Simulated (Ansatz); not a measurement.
# Rh: energy along a strain

Rh, Fm-3m, a = 3.803 Å (as given, not relaxed at this level: 5.8 GPa). Ansatz: PBE, PAW, 420 eV, Γ-centred 22×22×22 mesh on 1 atom, Gaussian smearing 0.15 eV; no spin polarisation. Cell vectors (Å): 0.000 1.902 1.902; 1.902 0.000 1.902; 1.902 1.902 0.000. The cell is strained by x per cent times the pattern (1 0 0 0 0 0) in the order xx yy zz yz xz xy (engineering shears), with fractional coordinates held. y is the free energy over the start, V0 = 13.752 Å³/atom.

```
x (%) y (meV/atom)
-4.00             ?
-3.00         33.52
-2.00         18.06
-1.00          6.97
 0.00          0.00
 1.00         -3.11
 2.00         -2.59
 3.00          1.31
 3.50          4.46
 4.00          8.38
```

Q: Fit y = c1 x + c2 x² + c3 x³ to the other rows, get the stiffness along the pattern, and predict the missing energy.

A: Least squares on the rows shown. y = −5.0042 x + 1.9351 x² − 0.040199 x³. The clamped-ion stiffness p·C·p = 2 × 19.35 eV × 160.2 / 13.752 Å³ = 451 GPa, which is C11 in these axes (second derivative at the start, which stands under stress). At x = -4.00 the fit asked for gives 53.55 meV/atom. The run gave 53.61 meV/atom, so the fit is 0.06 meV/atom too low, a small miss on the scale of the series.

The energy minimum lies on the tensile side, between 1.00 and 2.00 %, because the starting cell is compressed relative to the PBE equilibrium. This minimum does not give the equilibrium lattice constant: only one axis is stretched while the other two stay compressed, so that axis overshoots the strain an isotropic relaxation would need.

The large stiffness reflects cohesion from a well-filled but incomplete 4d band, whose bonding states outweigh the occupied antibonding ones. The negative cubic term is the usual anharmonicity: shortening the bonds steeply raises the kinetic and overlap repulsion, while stretching weakens the restoring force. For the same reason, 451 GPa probably lies above the value at the PBE equilibrium volume and is not directly comparable with an ambient measurement.

Holding the fractional coordinates costs nothing here, since with one atom per primitive cell there is no internal displacement to relax. A single uniaxial pattern cannot separate resistance to volume change from resistance to shear, so it does not establish full elastic stability.
